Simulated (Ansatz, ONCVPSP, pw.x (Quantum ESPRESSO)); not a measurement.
Al (bcc): variants of one ONCV potential in the solid

ONCVPSP 4.0.1.1 (patched build) input, shortened (lines: element, Z, core and valence counts, functional; n l f; lmax; l rc ep ncon nbas qcut; lloc lpopt rc5 dvloc0; l nproj debl; icmod fcfact rcfact), PBE, scalar-relativistic:

```
  Al 13.00    3    2        4      upf
    1    0    2.00
    2    0    2.00
    2    1    6.00
    3    0    2.00
    3    1    1.00
    2
    0    2.10    0.00    4    7    3.90
    1    1.90    0.00    4    9    5.00
    2    1.90    0.15    4    8    5.10
    1    5    1.90    0.00
    0    3    3.50
    1    0    2.10
    2    3    3.80
    0    0.00    0.00
```

Crystal test: bcc Al in pw.x 7.5, no spin, 14³ k-points, Fermi–Dirac smearing 0.01 Ry, cutoffs set for each file from its atomic test. The reference is all-electron LAPW (Ansatz 0.2.0) with the same functional, mesh and smearing; V0 and B0 come from Birch–Murnaghan fits to the pressures at five volumes. Errors are pseudo minus all-electron; Δ is the rms difference of the E(V) curves that follow from these fits, minima aligned, over ±6 % about the mean V0. Mesh and smearing are coarse, so the numbers serve the comparison and aren't converged zero-temperature values; the lattice is a test structure that the element need not adopt.

All-electron: a0 = 3.237 Å (V0 = 16.96 Å³/atom), B0 = 68.4 GPa.

| change | cutoffs (Ry) | pw.x | a0 (Å) | a0 error (%) | B0 error (%) | Δ (meV/atom) | mean pressure error (GPa) |
| --- | --- | --- | --- | --- | --- | --- | --- |
| base | 35/140 | converged | 3.250 | +0.40 | -2.0 | 3.0 | +0.83 |
| s: nproj 1 | 35/140 | converged | 3.250 | +0.41 | -2.0 | 3.1 | +0.84 |
| s: qcut 3.5; p: qcut 4.4; d: qcut 4.5 | 35/140 | converged | 3.250 | +0.39 | -1.9 | 3.0 | +0.81 |
| p: qcut 5.8 | 35/140 | converged | 3.250 | +0.39 | -1.9 | 2.9 | +0.80 |
| d: nbas 7 | 35/140 | converged | 3.250 | +0.40 | -2.0 | 3.0 | +0.83 |

(1) Give the row for: p: nproj 1; local potential polynomial inside 1.20 bohr (lpopt 5, dvloc0 0 Ha).

Answers

(1) pw.x: converged; mean pressure error (GPa): +0.46; a0 (Å): 3.245; a0 error (%): +0.23; B0 error (%): -1.4; Δ (meV/atom): 1.7.
